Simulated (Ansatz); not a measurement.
# How settings move the G0W0 gap of ZnSe (zincblende)

ZnSe in the zincblende structure, relaxed with r2SCAN; one-shot G0W0 in Ansatz without spin-orbit coupling. Calculated for a static, non-magnetic cell.

```
Zn Se
1.0
     0.00000    2.83242    2.83242
     2.83242    0.00000    2.83242
     2.83242    2.83242    0.00000
Zn Se
1 1
Direct
  0.00000 0.00000 0.00000
  0.25000 0.25000 0.25000
```

Gaps are read over the mesh points alone. G0W0 here is at a finite number of bands, screening cutoff and k mesh, not at the basis limit.
```csv
start,potentials,frequency model,mesh,empty bands,screening cutoff (eV),Kohn-Sham gap (eV),G0W0 gap (eV),rough cost
PBE,PAW,contour deformation,4×4×4,73,80,1.28,2.34,12 core-seconds
PBE,PAW,contour deformation,4×4×4,170,140,1.28,2.28,50 core-seconds
PBE,PAW,contour deformation,4×4×4,314,210,1.28,2.26,4 core-minutes
HSE06,PAW,contour deformation,4×4×4,170,140,2.44,2.91,100 core-seconds
LDA,PAW,contour deformation,4×4×4,170,140,1.02,2.13,50 core-seconds
r2SCAN,PAW,contour deformation,4×4×4,170,140,1.86,2.61,60 core-seconds
PBE,PAW,Godby-Needs pole,4×4×4,170,140,1.28,2.33,40 core-seconds
PBE,PAW,contour deformation,6×6×6,73,80,1.29,2.43,70 core-seconds
PBE,norm-conserving,contour deformation,4×4×4,170,140,1.28,2.26,120 core-seconds
```

G0W0 moves the gap on the mesh from 1.28 eV (PBE) to 2.26 eV (direct at Γ). Renormalisation factors Z lie between 0.73 and 0.78.

Raising bands and cutoff together moves the gap by -0.06 eV (80 to 140 eV), then -0.02 eV (140 to 210 eV); the last step is small, which bounds nothing strictly. Starting from HSE06 (2.44 eV against PBE's 1.28 eV) gives 2.91 eV, +0.63 eV from G0W0@PBE at the same screening cutoff. Starting from LDA (1.02 eV against PBE's 1.28 eV) gives 2.13 eV, -0.15 eV from G0W0@PBE at the same screening cutoff. Starting from r2SCAN (1.86 eV against PBE's 1.28 eV) gives 2.61 eV, +0.33 eV from G0W0@PBE at the same screening cutoff. The Godby-Needs plasmon pole differs from contour deformation by +0.05 eV. A 6×6×6 mesh in place of 4×4×4 changes the opening over PBE by +0.07 eV (the gap on the mesh by +0.09 eV). Norm-conserving potentials (wave cutoff 1170 eV against 420 eV) shift the quasiparticle gap by -0.02 eV and the PBE gap by 0.00 eV. r2SCAN runs take a wave cutoff of 500 eV.

With a shallow d shell on the cation, G0W0 converges slowly in bands and cutoff, so these values are in doubt.
